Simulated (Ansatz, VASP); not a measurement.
# Bi in VASP and in Ansatz

```
Bi
1.0
     4.72898    0.00000    0.00000
     2.55449    3.97968    0.00000
     2.55449    1.39577    3.72688
Bi
2
Direct
  0.76600 0.76600 0.76600
  0.23400 0.23400 0.23400
```

Alike in both runs: task single point; functional BLYP; k mesh 7 × 7 × 7; occupations methfessel-paxton of order 1, width 0.2 eV; no spin polarisation.

|  | VASP | Ansatz |
| --- | --- | --- |
| version | VASP 6.6.1 | Ansatz 0.2.0 |
| potentials or method | VASP PAW PBE potentials, release 64 (Bi_d), cutoff 520 eV | all-electron LAPW, scalar-relativistic |

```tsv
	VASP	Ansatz	Ansatz less VASP
gap on the k mesh at the Fermi level (eV)	0.29	0.28	-0.005
least direct gap on the mesh (eV)	0.57	0.57	-0.002
pressure (GPa)	5.5	5.3	-0.12
largest component of the traceless stress (GPa)	0.09	0.08	-0.013
rms of the force components (eV/Å)	0.134	0.120	-0.0144
```

Atom by atom the forces differ by 0.014 eV/Å (rms over components). Ansatz ran all-electron here, so the differences hold the error of VASP's frozen core and of both bases.

Caveats: spin-orbit coupling is left out, which as a rule narrows the gap of such compounds by several tenths of an eV; an odd mesh through Γ misses points on the zone boundary, where band edges often lie; the PAW data sets were made with another functional, which shifts forces and pressure a little (VASP).
